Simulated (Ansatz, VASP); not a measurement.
# Cross-check of AlAs between VASP and Ansatz

One calculation is typed for both programs; each brings its own data sets and cutoff. How far apart do they land?

Method: plane waves, with VASP 6.6.1 beside it; G0W0 gap at PBE, in Ansatz 0.2.0.

## Step 1: The structure

Symmetry: F-43m, No. 216, cubic system. The conventional cell has a = 5.661 Å, b = 5.661 Å, c = 5.661 Å, α = 90.00°, β = 90.00°, γ = 90.00°. Al has 4 As at 2.45 Å nearest. As has 4 Al at 2.45 Å nearest. Farther neighbours are not listed.

As a file:

```
Al As
1.0
     0.00000    2.83040    2.83040
     2.83040    0.00000    2.83040
     2.83040    2.83040    0.00000
Al As
1 1
Direct
  0.00000 0.00000 0.00000
  0.25000 0.25000 0.25000
```

## Step 2: VASP: G0W0 gap, PBE

Quasiparticle shifts depend on high empty states and on the cores, so they are the hardest test of two PAW sets.

Lines of VASP's logs that name or quote its potential files are left out, and so is its time.

The run reads the wave functions of an earlier VASP run, which isn't shown here.

Input file INCAR:

```
SYSTEM = AlAs
PREC = Accurate
ENCUT = 300
ISMEAR = 0
SIGMA = 0.01
LREAL = .FALSE.
GGA = PE
NBANDS = 344
ALGO = EVGW0
NELMGW = 1
ENCUTGW = 220
NOMEGA = 48
PRECFOCK = Fast
NBANDSGW = 16
LWAVE = .FALSE.
LCHARG = .FALSE.
```

Input file POSCAR:

```
AlAs
1.0
    0.0000000000      2.8304000000      2.8304000000
    2.8304000000      0.0000000000      2.8304000000
    2.8304000000      2.8304000000      0.0000000000
Al As
1 1
Direct
    0.0000000000      0.0000000000      0.0000000000
    0.2500000000      0.2500000000      0.2500000000
```

Input file KPOINTS:

```
Automatic mesh
0
Gamma
6 6 6
0 0 0
```

PAW data sets: Al_GW and As_GW (PBE family, release 64).

Launch:

```sh
mpirun -np 8 vasp_std
```

Numbers of over 12 decimals in the logs are rounded to 6 here.

The log of the run:

```text
[banner, memory and clock lines left out]
running    8 mpi-ranks, on    1 nodes
 distrk:  each k-point on    8 cores,    1 groups
 distr:  one band on    1 cores,    8 groups

 POSCAR found type information on POSCAR AlAs
 POSCAR found :  2 types and       2 ions
|                                                                             |
|           W    W    AA    RRRRR   N    N  II  N    N   GGGG   !!!           |
|           W    W   A  A   R    R  NN   N  II  NN   N  G    G  !!!           |
|           W    W  A    A  R    R  N N  N  II  N N  N  G       !!!           |
|           W WW W  AAAAAA  RRRRR   N  N N  II  N  N N  G  GGG   !            |
|           WW  WW  A    A  R   R   N   NN  II  N   NN  G    G                |
|           W    W  A    A  R    R  N    N  II  N    N   GGGG   !!!           |
|                                                                             |
|     For optimal performance we recommend to set                             |
|       NCORE = 2 up to number-of-cores-per-socket                            |
|     NCORE specifies how many cores store one orbital (NPAR=cpu/NCORE).      |
|     This setting can greatly improve the performance of VASP for DFT.       |
|     The default, NCORE=1 might be grossly inefficient on modern             |
|     multi-core architectures or massively parallel machines. Do your        |
|     Unfortunately you need to use the default for GW and RPA                |
|     calculations (for HF NCORE is supported but not extensively tested      |
|     yet).                                                                   |
|                                                                             |

|                                                                             |
|           W    W    AA    RRRRR   N    N  II  N    N   GGGG   !!!           |
|           W    W   A  A   R    R  NN   N  II  NN   N  G    G  !!!           |
|           W    W  A    A  R    R  N N  N  II  N N  N  G       !!!           |
|           W WW W  AAAAAA  RRRRR   N  N N  II  N  N N  G  GGG   !            |
|           WW  WW  A    A  R   R   N   NN  II  N   NN  G    G                |
|           W    W  A    A  R    R  N    N  II  N    N   GGGG   !!!           |
|                                                                             |
|     The default for ENCUTGWSOFT is different in this version of VASP.       |
|     please manually set ENCUTGWSOFT =220 in the INCAR file.                 |
|                                                                             |

 LDA part: xc-table for (Slater+PW92), standard interpolation
 found WAVECAR, reading the header
 POSCAR, INCAR and KPOINTS ok, starting setup
 FFT: planning ... GRIDC
 FFT: planning ... GRID_SOFT
 FFT: planning ... GRID
 reading WAVECAR
 the WAVECAR file was read successfully
 initial charge from wavefunction
 available memory per node:     93.93 GB, setting MAXMEM to     96179

 The Fermi energy was updated, please check that it is located mid-gap
 values below the HOMO (VB) or above the LUMO (CB) will cause erroneous energies
 E-fermi :   4.1464

 calculate exact exchange contribution
 the WAVEDER file was read successfully
energies w=
    0.000    0.000    0.581    0.000    1.160    0.000    1.735    0.000
    2.302    0.000    2.862    0.000    3.412    0.000    3.952    0.000
    4.481    0.000    5.001    0.000    5.512    0.000    6.014    0.000
    6.510    0.000    6.999    0.000    7.484    0.000    7.967    0.000
    8.450    0.000    8.933    0.000    9.421    0.000    9.914    0.000
   10.416    0.000   10.930    0.000   11.458    0.000   12.005    0.000
   12.573    0.000   13.169    0.000   13.796    0.000   14.462    0.000
   15.174    0.000   15.940    0.000   16.772    0.000   17.685    0.000
   18.693    0.000   19.819    0.000   21.091    0.000   22.546    0.000
   24.230    0.000   26.210    0.000   28.580    0.000   31.472    0.000
   35.086    0.000   39.737    0.000   45.945    0.000   54.639    0.000
   67.663    0.000   89.258    0.000  131.842    0.000  254.110    0.000
 responsefunction array rank=     352
 LDA part: xc-table for (Slater+PW92), standard interpolation

 min. memory requirement per mpi rank    329.7 MB, per node   2637.7 MB

 allocating   6 responsefunctions rank=   352
 shmem allocating  48 responsefunctions rank=   352
 response function shared by NCSHMEM nodes    1
 Doing            6  frequencies on each core in blocks of           48
NQ=   1    0.0000    0.0000    0.0000,
|.........|.........|.........|.........|.........|.........|.........|.........
 performed        763000 updates of chi_q(r,r)
 total number of BLAS operations        669.33 Gflops
NQ=   2    0.1667    0.0000    0.0000,
|.........|.........|.........|.........|.........|.........|.........|.........
 performed       2275000 updates of chi_q(r,r)
 total number of BLAS operations       2002.77 Gflops
NQ=   3    0.3333    0.0000    0.0000,
|.........|.........|.........|.........|.........|.........|.........|.........
 performed       3787000 updates of chi_q(r,r)
 total number of BLAS operations       3434.34 Gflops
NQ=   4    0.5000    0.0000    0.0000,
|.........|.........|.........|.........|.........|.........|.........|.........
 performed       5035000 updates of chi_q(r,r)
 total number of BLAS operations       4615.81 Gflops
NQ=   5    0.1667    0.1667    0.0000,
|.........|.........|.........|.........|.........|.........|.........|.........
 performed       6547000 updates of chi_q(r,r)
 total number of BLAS operations       5973.45 Gflops
NQ=   6    0.3333    0.1667    0.0000,
|.........|.........|.........|.........|.........|.........|.........|.........
 performed       9005000 updates of chi_q(r,r)
 total number of BLAS operations       8102.67 Gflops
NQ=   7    0.5000    0.1667    0.0000,
|.........|.........|.........|.........|.........|.........|.........|.........
 performed      11463000 updates of chi_q(r,r)
 total number of BLAS operations      10310.25 Gflops
NQ=   8   -0.3333    0.1667    0.0000,
|.........|.........|.........|.........|.........|.........|.........|.........
 performed      13921000 updates of chi_q(r,r)
 total number of BLAS operations      12531.03 Gflops
NQ=   9   -0.1667    0.1667    0.0000,
|.........|.........|.........|.........|.........|.........|.........|.........
 performed      16027000 updates of chi_q(r,r)
 total number of BLAS operations      14311.13 Gflops
NQ=  10    0.3333    0.3333    0.0000,
|.........|.........|.........|.........|.........|.........|.........|.........
 performed      17539000 updates of chi_q(r,r)
 total number of BLAS operations      15573.25 Gflops
NQ=  11    0.5000    0.3333    0.0000,
|.........|.........|.........|.........|.........|.........|.........|.........
 performed      19997000 updates of chi_q(r,r)
 total number of BLAS operations      17820.55 Gflops
NQ=  12   -0.3333    0.3333    0.0000,
|.........|.........|.........|.........|.........|.........|.........|.........
 performed      22103000 updates of chi_q(r,r)
 total number of BLAS operations      19849.80 Gflops
NQ=  13    0.5000    0.5000    0.0000,
|.........|.........|.........|.........|.........|.........|.........|.........
 performed      23196000 updates of chi_q(r,r)
 total number of BLAS operations      20873.37 Gflops
NQ=  14    0.5000    0.3333    0.1667,
|.........|.........|.........|.........|.........|.........|.........|.........
 performed      25985000 updates of chi_q(r,r)
 total number of BLAS operations      23332.79 Gflops
NQ=  15   -0.3333    0.3333    0.1667,
|.........|.........|.........|.........|.........|.........|.........|.........
 performed      28597000 updates of chi_q(r,r)
 total number of BLAS operations      25664.75 Gflops
NQ=  16   -0.3333    0.5000    0.1667,
|.........|.........|.........|.........|.........|.........|.........|.........
 performed      30714000 updates of chi_q(r,r)
 total number of BLAS operations      27669.49 Gflops
 resolving degeneracies of screened two electron integrals

 calculate QP shifts <psi_nk| G(iteration)W_0 |psi_nk>: iteration 1
 entering main loop
```

OUTCAR, selected parts (step 2):

```text
ion  position               nearest neighbor table
   1  0.000  0.000  0.000-   2 2.45   2 2.45   2 2.45   2 2.45
   2  0.250  0.250  0.250-   1 2.45   1 2.45   1 2.45   1 2.45

  LATTYP: Found a face centered cubic cell.
 ALAT       =     5.6608000000

 Subroutine GETGRP returns: Found 24 space group operations
 (whereof 24 operations were pure point group operations)

The static configuration has the point symmetry T_d .

 Found     16 irreducible k-points:

   k-points           NKPTS =     16   k-points in BZ     NKDIM =    216   number of bands    NBANDS=    344

   dimension x,y,z NGX =    24 NGY =   24 NGZ =   24
   dimension x,y,z NGXF=    48 NGYF=   48 NGZF=   48

   ENCUT  =  300.0 eV  22.05 Ry    4.70 a.u.   5.65  5.65  5.65*2*pi/ulx,y,z

   NELECT =       8.0000    total number of electrons

  energy-cutoff  :      300.00
  volume of cell :       45.35
      direct lattice vectors                 reciprocal lattice vectors
     0.000000000  2.830400000  2.830400000    -0.176653477  0.176653477  0.176653477
     2.830400000  0.000000000  2.830400000     0.176653477 -0.176653477  0.176653477
     2.830400000  2.830400000  0.000000000     0.176653477  0.176653477 -0.176653477

 k-points in reciprocal lattice and weights: Automatic mesh
   0.00000000  0.00000000  0.00000000       0.005
   0.16666667  0.00000000  0.00000000       0.037
   0.33333333  0.00000000  0.00000000       0.037
   0.50000000  0.00000000  0.00000000       0.019
   0.16666667  0.16666667  0.00000000       0.028
   0.33333333  0.16666667  0.00000000       0.111
   0.50000000  0.16666667  0.00000000       0.111
  -0.33333333  0.16666667  0.00000000       0.111
  -0.16666667  0.16666667  0.00000000       0.056
[...]
-0.33333333  0.33333333  0.16666667       0.111
  -0.33333333  0.50000000  0.16666667       0.056

 E-fermi :   4.1464

 QP shifts <psi_nk| G(iteration)W_0 |psi_nk>: iteration 1
 for sc-GW calculations column KS-energies equals QP-energies in previous step
 and V_xc(KS)=  KS-energies - (<T + V_ion + V_H > + <T+V_H+V_ion>^1  + <V_x>^1)
 k-point   1 :       0.0000    0.0000    0.0000
  band No.  KS-energies  QP-energies   sigma(KS)   V_xc(KS)     V^pw_x(r,r')   Z            occupation Imag(sigma)
      1      -8.4377      -9.0322     -11.8017     -10.8967     -17.8966       0.6569       2.0000       1.0527
      2       3.4305       2.7061     -12.2194     -11.2748     -13.0719       0.7669       2.0000       0.0011
      3       3.4305       2.7061     -12.2194     -11.2748     -13.0719       0.7669       2.0000       0.0011
      4       3.4305       2.7061     -12.2194     -11.2748     -13.0719       0.7669       2.0000       0.0011
      5       5.4773       5.7844      -9.5470      -9.9441      -5.7848       0.7736       0.0000      -0.1127
      6       7.7140       7.8300      -8.9996      -9.1535      -4.6428       0.7544       0.0000      -0.1150
      7       7.7140       7.8300      -8.9996      -9.1535      -4.6428       0.7544       0.0000      -0.1150
      8       7.7140       7.8300      -8.9996      -9.1535      -4.6428       0.7544       0.0000      -0.1150
    ...

 k-point   2 :       0.1667    0.0000    0.0000
  band No.  KS-energies  QP-energies   sigma(KS)   V_xc(KS)     V^pw_x(r,r')   Z            occupation Imag(sigma)
      1      -8.1692      -8.7628     -11.8674     -10.9769     -17.8551       0.6665       2.0000       1.0163
      2       1.3327       0.6352     -11.4778     -10.5383     -12.9230       0.7424       2.0000       0.0187
      3       3.1670       2.4378     -12.0997     -11.1436     -13.0220       0.7627       2.0000       0.0021
      4       3.1670       2.4378     -12.0997     -11.1436     -13.0220       0.7627       2.0000       0.0021
      5       6.2486       6.4638      -9.3366      -9.6170      -5.4173       0.7675       0.0000      -0.1102
      6       8.1506       8.2697      -9.0913      -9.2500      -4.5945       0.7507       0.0000      -0.1229
      7       8.1506       8.2697      -9.0913      -9.2500      -4.5945       0.7507       0.0000      -0.1229
      8       8.6208       8.7512      -9.5928      -9.7668      -5.0886       0.7497       0.0000      -0.1334
    ...

 k-point   3 :       0.3333    0.0000    0.0000
  band No.  KS-energies  QP-energies   sigma(KS)   V_xc(KS)     V^pw_x(r,r')   Z            occupation Imag(sigma)
      1      -7.4895      -8.0666     -12.0962     -11.2440     -17.8011       0.6772       2.0000       0.9122
      2      -1.0645      -1.7993     -11.0236      -9.9833     -13.6851       0.7063       2.0000       0.1167
      3       2.7659       2.0198     -12.0051     -11.0209     -13.0811       0.7581       2.0000       0.0058
      4       2.7659       2.0198     -12.0051     -11.0209     -13.0811       0.7581       2.0000       0.0058
      5       5.7928       5.9591      -9.0686      -9.2839      -5.2480       0.7726       0.0000      -0.1062
      6       8.2894       8.3861      -8.8198      -8.9481      -4.3000       0.7535       0.0000      -0.1271
      7       8.2894       8.3861      -8.8198      -8.9481      -4.3000       0.7535       0.0000      -0.1271
      8      10.9285      10.9489      -9.0033      -9.0312      -3.7354       0.7344       0.0000      -0.2440
    ...

 k-point   4 :       0.5000    0.0000    0.0000
  band No.  KS-energies  QP-energies   sigma(KS)   V_xc(KS)     V^pw_x(r,r')   Z            occupation Imag(sigma)
      1      -7.0157      -7.5785     -12.3469     -11.5218     -17.8399       0.6820       2.0000       0.8345
      2      -2.1447      -2.8882     -10.6893      -9.6204     -13.9156       0.6955       2.0000       0.2117
      3       2.6040       1.8496     -11.9885     -10.9917     -13.1328       0.7568       2.0000       0.0075
      4       2.6040       1.8496     -11.9885     -10.9917     -13.1328       0.7568       2.0000       0.0075
      5       5.5663       5.7226      -9.0553      -9.2574      -5.2962       0.7730       0.0000      -0.1050
      6       8.1078       8.1896      -8.6578      -8.7658      -4.2076       0.7570       0.0000      -0.1243
      7       8.1078       8.1896      -8.6578      -8.7658      -4.2076       0.7570       0.0000      -0.1243
      8      11.1789      11.0371      -7.7629      -7.5716      -2.4955       0.7415       0.0000      -0.2552
    ...

[... 4 further parts left out ...]
```

(Continued in part 2 of 2.)

[Lines on the potential files, build, host, timing and source positions are cut from VASP's logs without a mark.]

[Logs are printed without paths, hosts, clocks, repeated set-up lines and the standing remarks that a program may print on its own settings, such as how far it seeks lower states.]

[Hosts, paths, dates, database ids (printed as entryN), source tags and the programs' standing remarks are cut or masked in the printed files.]
